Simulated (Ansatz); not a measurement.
We consider zinc-blende AlSb, described by r²SCAN (plane waves, PAW; Ansatz, a first-principles code).

Settings: plane-wave cutoff 560 eV, 10×10×10 k mesh, Fermi–Dirac smearing 0.01 eV, scalar-relativistic PAW data made under PBE.

Cell (relaxed at this level):

```xyz
2
Lattice="0.0000 3.0886 3.0886 3.0886 0.0000 3.0886 3.0886 3.0886 0.0000" Properties=species:S:1:pos:R:3 pbc="T T T"
Al     0.0000     0.0000     0.0000
Sb     1.5443     1.5443     1.5443
```

Question: What does this level give for the smallest direct gap on the k points sampled, bulk modulus, pressure derivative B′ of the bulk modulus, band gap and width of the whole s-p valence band?

Answer: 
- smallest direct gap on the k points sampled: 2.03 eV
- bulk modulus: 55.7 GPa
- pressure derivative B′ of the bulk modulus: 4.4
- band gap: 1.50 eV
- width of the whole s-p valence band: 11.04 eV

Measured, for comparison: band gap 1.73 eV (zero-point renormalisation of 35 meV (experimental, the table's column) added back here, indirect; inputs from Miglio et al. (2020), arXiv:2011.12765); bulk modulus 58.2 GPa (temperature not stated, no zero-point or thermal correction; as tabulated in Toher et al. (2017), arXiv:1611.05714). Computed (rounded) less measured: bulk modulus -4 %.

Spin–orbit coupling is not included; with these elements it can move the gap by several tenths of an eV or more.

Computed values are for the static lattice.
